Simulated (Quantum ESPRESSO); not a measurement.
# KBr (Fm-3m) in Quantum ESPRESSO: a series of runs

Runs on KBr. Level: PBEsol. Tasks: band structure, single point, equation of state.

Program: Quantum ESPRESSO 7.5. These are calculated values, not measurements. Logs are shortened: lines on timing, memory, paths and dates and some standing lists are left out, and cuts for length are marked.

## Step 1: The crystal as given

It takes space group Fm-3m (No. 225, cubic). The conventional cell has a = 6.600 Å, b = 6.600 Å, c = 6.600 Å, α = 90.00°, β = 90.00°, γ = 90.00°. Around Br (site symmetry m-3m) lie 6 K at 3.30 Å. K (site symmetry m-3m) is surrounded by 6 Br at 3.30 Å.

## Step 2: Band structure, PBEsol

pw.in

```
&CONTROL
  calculation = 'scf'
  prefix = 'pwscf'
  outdir = './tmp'
  pseudo_dir = './pseudo'
  tprnfor = .true.
  tstress = .true.
  disk_io = 'low'
/
&SYSTEM
  ibrav = 0
  nat = 2
  ntyp = 2
  ecutwfc = 74
  nbnd = 14
  occupations = 'smearing'
  smearing = 'fd'
  degauss = 0.00367493
/
&ELECTRONS
  conv_thr = 4d-10
  electron_maxstep = 120
  mixing_beta = 0.5
/
ATOMIC_SPECIES
Br    79.9040 Br.upf
K     39.0983 K.upf
CELL_PARAMETERS angstrom
   0.0000000000    3.3000000000    3.3000000000
   3.3000000000    0.0000000000    3.3000000000
   3.3000000000    3.3000000000    0.0000000000
ATOMIC_POSITIONS angstrom
Br     3.3000000000    3.3000000000    3.3000000000
K      0.0000000000    0.0000000000    0.0000000000
K_POINTS automatic
7 7 7 0 0 0
```

pp_density.in

```
&INPUTPP
  prefix = 'pwscf'
  outdir = './tmp'
  filplot = 'density.dat'
  plot_num = 0
/
&PLOT
  nfile = 1
  filepp(1) = 'density.dat'
  iflag = 3
  output_format = 6
  fileout = 'density.cube'
/
```

pp_potential.in

```
&INPUTPP
  prefix = 'pwscf'
  outdir = './tmp'
  filplot = 'potential.dat'
  plot_num = 11
/
&PLOT
  nfile = 1
  filepp(1) = 'potential.dat'
  iflag = 3
  output_format = 6
  fileout = 'potential.cube'
/
```

pp_elf.in

```
&INPUTPP
  prefix = 'pwscf'
  outdir = './tmp'
  filplot = 'elf.dat'
  plot_num = 8
/
&PLOT
  nfile = 1
  filepp(1) = 'elf.dat'
  iflag = 3
  output_format = 6
  fileout = 'elf.cube'
/
```

bands.in

```
&CONTROL
  calculation = 'bands'
  prefix = 'pwscf'
  outdir = './tmp'
  pseudo_dir = './pseudo'
  disk_io = 'low'
  verbosity = 'high'
/
&SYSTEM
  ibrav = 0
  nat = 2
  ntyp = 2
  ecutwfc = 74
  nbnd = 14
  occupations = 'smearing'
  smearing = 'fd'
  degauss = 0.00367493
/
&ELECTRONS
  conv_thr = 1d-08
  electron_maxstep = 120
  mixing_beta = 0.5
  diago_full_acc = .true.
/
ATOMIC_SPECIES
Br    79.9040 Br.upf
K     39.0983 K.upf
CELL_PARAMETERS angstrom
   0.0000000000    3.3000000000    3.3000000000
   3.3000000000    0.0000000000    3.3000000000
   3.3000000000    3.3000000000    0.0000000000
ATOMIC_POSITIONS angstrom
Br     3.3000000000    3.3000000000    3.3000000000
K      0.0000000000    0.0000000000    0.0000000000
K_POINTS crystal
60
 0.0000000000  0.0000000000  0.0000000000 1
 0.0625000000  0.0000000000  0.0625000000 1
 0.1250000000  0.0000000000  0.1250000000 1
 0.1875000000  0.0000000000  0.1875000000 1
 0.2500000000  0.0000000000  0.2500000000 1
 0.3125000000  0.0000000000  0.3125000000 1
 0.3750000000  0.0000000000  0.3750000000 1
 0.4375000000  0.0000000000  0.4375000000 1
 0.5000000000  0.0000000000  0.5000000000 1
 0.5000000000  0.0625000000  0.5625000000 1
 0.5000000000  0.1250000000  0.6250000000 1
 0.5000000000  0.1875000000  0.6875000000 1
 0.5000000000  0.2500000000  0.7500000000 1
 0.4375000000  0.3125000000  0.7500000000 1
 0.3750000000  0.3750000000  0.7500000000 1
 0.3375000000  0.3375000000  0.6750000000 1
 0.3000000000  0.3000000000  0.6000000000 1
 0.2625000000  0.2625000000  0.5250000000 1
 0.2250000000  0.2250000000  0.4500000000 1
 0.1875000000  0.1875000000  0.3750000000 1
 0.1500000000  0.1500000000  0.3000000000 1
 0.1125000000  0.1125000000  0.2250000000 1
 0.0750000000  0.0750000000  0.1500000000 1
 0.0375000000  0.0375000000  0.0750000000 1
 0.0000000000  0.0000000000  0.0000000000 1
 0.0625000000  0.0625000000  0.0625000000 1
 0.1250000000  0.1250000000  0.1250000000 1
 0.1875000000  0.1875000000  0.1875000000 1
 0.2500000000  0.2500000000  0.2500000000 1
 0.3125000000  0.3125000000  0.3125000000 1
 0.3750000000  0.3750000000  0.3750000000 1
 0.4375000000  0.4375000000  0.4375000000 1
 0.5000000000  0.5000000000  0.5000000000 1
 0.5250000000  0.4500000000  0.5250000000 1
 0.5500000000  0.4000000000  0.5500000000 1
 0.5750000000  0.3500000000  0.5750000000 1
 0.6000000000  0.3000000000  0.6000000000 1
 0.6250000000  0.2500000000  0.6250000000 1
 0.5833333333  0.2500000000  0.6666666667 1
 0.5416666667  0.2500000000  0.7083333333 1
 0.5000000000  0.2500000000  0.7500000000 1
 0.5000000000  0.2857142857  0.7142857143 1
 0.5000000000  0.3214285714  0.6785714286 1
 0.5000000000  0.3571428571  0.6428571429 1
 0.5000000000  0.3928571429  0.6071428571 1
 0.5000000000  0.4285714286  0.5714285714 1
 0.5000000000  0.4642857143  0.5357142857 1
 0.5000000000  0.5000000000  0.5000000000 1
 0.4821428571  0.4821428571  0.5357142857 1
 0.4642857143  0.4642857143  0.5714285714 1
 0.4464285714  0.4464285714  0.6071428571 1
 0.4285714286  0.4285714286  0.6428571429 1
 0.4107142857  0.4107142857  0.6785714286 1
 0.3928571429  0.3928571429  0.7142857143 1
 0.3750000000  0.3750000000  0.7500000000 1
 0.6250000000  0.2500000000  0.6250000000 1
 0.5937500000  0.1875000000  0.5937500000 1
 0.5625000000  0.1250000000  0.5625000000 1
 0.5312500000  0.0625000000  0.5312500000 1
 0.5000000000  0.0000000000  0.5000000000 1
```

Potentials or basis: PseudoDojo 0.4.1 SR PBEsol standard.

The run is started by

```console
$ OMP_NUM_THREADS=1 pw.x -in pw.in > pw.out
$ OMP_NUM_THREADS=1 pp.x -in pp_density.in > pp_density.out
$ OMP_NUM_THREADS=1 pp.x -in pp_potential.in > pp_potential.out
$ OMP_NUM_THREADS=1 pp.x -in pp_elf.in > pp_elf.out
$ OMP_NUM_THREADS=1 pw.x -in bands.in > bands.out
```

pw.out:

```text
This program is part of the open-source Quantum ESPRESSO suite
     for quantum simulation of materials; please cite
[... 9 lines left out ...]
     --------------------
     sticks:   dense  smooth     PW     G-vecs:    dense   smooth      PW
     Sum        1585    1585    451                41655    41655    6375

     Using Slab Decomposition

     bravais-lattice index     =            0
     lattice parameter (alat)  =       8.8192  a.u.
     unit-cell volume          =     485.0298 (a.u.)^3
     number of atoms/cell      =            2
     number of atomic types    =            2
     number of electrons       =        16.00
     number of Kohn-Sham states=           14
     kinetic-energy cutoff     =      74.0000  Ry
     charge density cutoff     =     296.0000  Ry
     scf convergence threshold =      4.0E-10
     mixing beta               =       0.5000
     number of iterations used =            8  plain     mixing
     Exchange-correlation= PBESOL
                           (   1   4  10   8   0   0   0)

     celldm(1)=   8.819172  celldm(2)=   0.000000  celldm(3)=   0.000000
     celldm(4)=   0.000000  celldm(5)=   0.000000  celldm(6)=   0.000000

     crystal axes: (cart. coord. in units of alat)
               a(1) = (   0.000000   0.707107   0.707107 )
               a(2) = (   0.707107   0.000000   0.707107 )
               a(3) = (   0.707107   0.707107   0.000000 )

     reciprocal axes: (cart. coord. in units 2 pi/alat)
               b(1) = ( -0.707107  0.707107  0.707107 )
               b(2) = (  0.707107 -0.707107  0.707107 )
               b(3) = (  0.707107  0.707107 -0.707107 )

     PseudoPot. # 1 for Br read from file:
     Br.upf
     Pseudo is Norm-conserving + core correction, Zval =  7.0
     Generated using ONCVPSP code by D. R. Hamann
     Using radial grid of 1098 points,  6 beta functions with:
                l(1) =   0
                l(2) =   0
                l(3) =   1
                l(4) =   1
                l(5) =   2
                l(6) =   2

     PseudoPot. # 2 for K  read from file:
     K.upf
     Pseudo is Norm-conserving + core correction, Zval =  9.0
     Generated using ONCVPSP code by D. R. Hamann
     Using radial grid of 2250 points,  6 beta functions with:
                l(1) =   0
                l(2) =   0
                l(3) =   1
                l(4) =   1
                l(5) =   2
                l(6) =   2

     atomic species   valence    mass     pseudopotential
     Br                7.00    79.90400     Br( 1.00)
     K                 9.00    39.09830     K ( 1.00)

     48 Sym. Ops., with inversion, found

   Cartesian axes

     site n.     atom                  positions (alat units)
         1        Br     tau(   1) = (   0.7071068   0.7071068   0.7071068  )
         2        K      tau(   2) = (   0.0000000   0.0000000   0.0000000  )

     number of k points=    20  Fermi-Dirac smearing, width (Ry)=  0.0037
                       cart. coord. in units 2pi/alat
        k(    1) = (   0.0000000   0.0000000   0.0000000), wk =   0.0058309
        k(    2) = (   0.1010153   0.1010153  -0.1010153), wk =   0.0466472
        k(    3) = (   0.2020305   0.2020305  -0.2020305), wk =   0.0466472
        k(    4) = (   0.3030458   0.3030458  -0.3030458), wk =   0.0466472
        k(    5) = (   0.2020305  -0.0000000   0.0000000), wk =   0.0349854
        k(    6) = (   0.3030458   0.1010153  -0.1010153), wk =   0.1399417
[... 12 lines left out ...]
        k(   19) = (  -0.1010153  -0.5050763   0.7071068), wk =   0.1399417
        k(   20) = (   0.0000000  -0.4040610   0.6060915), wk =   0.1399417

     Dense  grid:    41655 G-vectors     FFT dimensions: (  50,  50,  50)

     Initial potential from superposition of free atoms

     starting charge      15.9810, renormalised to      16.0000
     Starting wfcs are    9 randomized atomic wfcs +    5 random wfcs

     Self-consistent Calculation

     iteration #  1     ecut=    74.00 Ry     beta= 0.50
     Davidson diagonalization with overlap
     ethr =  1.00E-02,  avg # of iterations =  7.3

     Threshold (ethr) on eigenvalues was too large:
     Diagonalizing with lowered threshold

     Davidson diagonalization with overlap
     ethr =  2.53E-04,  avg # of iterations =  5.2

     total energy              =     -91.67317801 Ry
     estimated scf accuracy    <       0.03889600 Ry

     iteration #  2     ecut=    74.00 Ry     beta= 0.50
     Davidson diagonalization with overlap
     ethr =  2.43E-04,  avg # of iterations =  2.5

     total energy              =     -91.68096863 Ry
     estimated scf accuracy    <       0.00200006 Ry

     iteration #  3     ecut=    74.00 Ry     beta= 0.50
     Davidson diagonalization with overlap
     c_bands:  1 eigenvalues not converged
     ethr =  1.25E-05,  avg # of iterations =  9.8

     total energy              =     -91.68136166 Ry
     estimated scf accuracy    <       0.00048928 Ry

     iteration #  4     ecut=    74.00 Ry     beta= 0.50
     Davidson diagonalization with overlap
     c_bands:  1 eigenvalues not converged
     ethr =  3.06E-06,  avg # of iterations =  4.2

     total energy              =     -91.68141709 Ry
     estimated scf accuracy    <       0.00001234 Ry

     iteration #  5     ecut=    74.00 Ry     beta= 0.50
     Davidson diagonalization with overlap
     ethr =  7.71E-08,  avg # of iterations =  3.0

     total energy              =     -91.68142179 Ry
     estimated scf accuracy    <       0.00000093 Ry
[... 19 lines left out ...]
     total energy              =     -91.68142227 Ry
     estimated scf accuracy    <          6.7E-10 Ry

     iteration #  9     ecut=    74.00 Ry     beta= 0.50
     Davidson diagonalization with overlap
     ethr =  4.18E-12,  avg # of iterations =  2.0

     End of self-consistent calculation

          k = 0.0000 0.0000 0.0000 (  5161 PWs)   bands (ev):

   -26.5841 -11.2833 -10.1273 -10.1273 -10.1273   1.0277   1.0277   1.0277
     5.3099   8.5633   8.5633   8.5633   9.3971   9.3971

          k = 0.1010 0.1010-0.1010 (  5180 PWs)   bands (ev):

   -26.5830 -11.3177 -10.1284 -10.1284 -10.0798   0.7364   0.9591   0.9591
     5.8166   8.4272   8.8048   8.8048   9.6609   9.6609

          k = 0.2020 0.2020-0.2020 (  5219 PWs)   bands (ev):
[... 61 lines left out ...]
   -26.5769 -11.2097 -10.1901 -10.1628 -10.1628   0.1863   0.7483   0.7483
     6.8390   8.0024  10.2321  10.2890  11.0531  11.6264

          k =-0.0000-0.6061 0.6061 (  5226 PWs)   bands (ev):

   -26.5765 -11.2209 -10.2160 -10.1605 -10.1246   0.2375   0.5917   0.7183
     7.0504   8.4651   9.9200  10.4482  10.5523  11.5554

          k = 0.4041 0.2020 0.0000 (  5217 PWs)   bands (ev):

   -26.5788 -11.3490 -10.1592 -10.1397 -10.0075   0.1595   0.7236   0.7333
     7.5031   7.7564  10.0016  10.1887  10.5803  10.7702

          k =-0.2020-0.4041 0.6061 (  5226 PWs)   bands (ev):

   -26.5774 -11.3462 -10.1694 -10.1515  -9.9951   0.1040   0.5531   0.6588
     7.9221   8.4829   9.6464  10.4204  10.9617  11.3027

          k =-0.1010-0.5051 0.7071 (  5215 PWs)   bands (ev):

   -26.5768 -11.2624 -10.1915 -10.1733 -10.0766   0.2326   0.6105   0.6220
     7.3800   8.5115   9.5308  10.5301  10.7536  11.5775

          k = 0.0000-0.4041 0.6061 (  5218 PWs)   bands (ev):

   -26.5766 -11.2873 -10.1969 -10.1724 -10.0361   0.3386   0.3885   0.6009
     7.9691   8.7009   9.2763   9.9881  11.4267  11.4510

     the Fermi energy is     2.6220 ev

!    total energy              =     -91.68142227 Ry
     estimated scf accuracy    <          7.9E-11 Ry
     smearing contrib. (-TS)   =      -0.00000000 Ry
     internal energy E=F+TS    =     -91.68142227 Ry

     The total energy is F=E-TS. E is the sum of the following terms:
     one-electron contribution =     -29.08419627 Ry
     hartree contribution      =      19.21964064 Ry
     xc contribution           =     -23.01899147 Ry
     ewald contribution        =     -58.79787517 Ry

     convergence has been achieved in   9 iterations

     Forces acting on atoms (cartesian axes, Ry/au):

     atom    1 type  1   force =     0.00000000    0.00000000   -0.00000000
     atom    2 type  2   force =     0.00000000    0.00000000    0.00000000

     Total force =     0.000000     Total SCF correction =     0.000000

     Computing stress (Cartesian axis) and pressure

          total   stress  (Ry/bohr**3)                   (kbar)     P=       -3.43
  -0.00002330  -0.00000000  -0.00000000           -3.43       -0.00       -0.00
  -0.00000000  -0.00002330  -0.00000000           -0.00       -3.43       -0.00
  -0.00000000  -0.00000000  -0.00002330           -0.00       -0.00       -3.43

=------------------------------------------------------------------------------=
   JOB DONE.
=------------------------------------------------------------------------------=
```

It took 1.8 min on 1 thread of Arm Neoverse V1, shared host; peak memory 0.11 GiB.

What came out:

```
Free energy             : -1247.3893 eV
Pressure                : -0.3 GPa
Band gap on the k mesh  : 4.28 eV, direct
Band gap along the path : 4.28 eV, direct
```

Levels at the corners of the path, in eV from the valence-band top:
| point | band 4 | band 5 | band 6 | band 7 | band 8 | band 9 | band 10 | band 11 | band 12 | band 13 |
| --- | --- | --- | --- | --- | --- | --- | --- | --- | --- | --- |
| Γ | -11.16 | -11.16 | 0.00 | 0.00 | 0.00 | 4.28 | 7.54 | 7.54 | 7.54 | 8.37 |
| X | -11.19 | -11.19 | -0.83 | -0.29 | -0.29 | 5.75 | 7.10 | 9.32 | 9.34 | 9.61 |
| W | -11.22 | -11.07 | -0.60 | -0.60 | -0.55 | 7.28 | 7.28 | 8.18 | 8.91 | 10.61 |
| K | -11.18 | -11.09 | -0.71 | -0.66 | -0.34 | 6.48 | 8.06 | 8.34 | 9.10 | 9.93 |
| Γ | -11.16 | -11.16 | 0.00 | 0.00 | 0.00 | 4.28 | 7.54 | 7.54 | 7.54 | 8.37 |
| L | -11.16 | -10.92 | -1.21 | -0.34 | -0.34 | 6.44 | 8.13 | 9.70 | 9.70 | 9.98 |
| U | -11.18 | -11.09 | -0.71 | -0.66 | -0.34 | 6.48 | 8.06 | 8.34 | 9.10 | 9.93 |
| W | -11.22 | -11.07 | -0.60 | -0.60 | -0.55 | 7.28 | 7.28 | 8.18 | 8.91 | 10.61 |
| L | -11.16 | -10.92 | -1.21 | -0.34 | -0.34 | 6.44 | 8.13 | 9.70 | 9.70 | 9.98 |
| K | -11.18 | -11.09 | -0.71 | -0.66 | -0.34 | 6.48 | 8.06 | 8.34 | 9.10 | 9.93 |
| U | -11.18 | -11.09 | -0.71 | -0.66 | -0.34 | 6.48 | 8.06 | 8.34 | 9.10 | 9.93 |
| X | -11.19 | -11.19 | -0.83 | -0.29 | -0.29 | 5.75 | 7.10 | 9.32 | 9.34 | 9.61 |

Caveat: some levels on the path didn't converge.

[end of part 1 of 2]
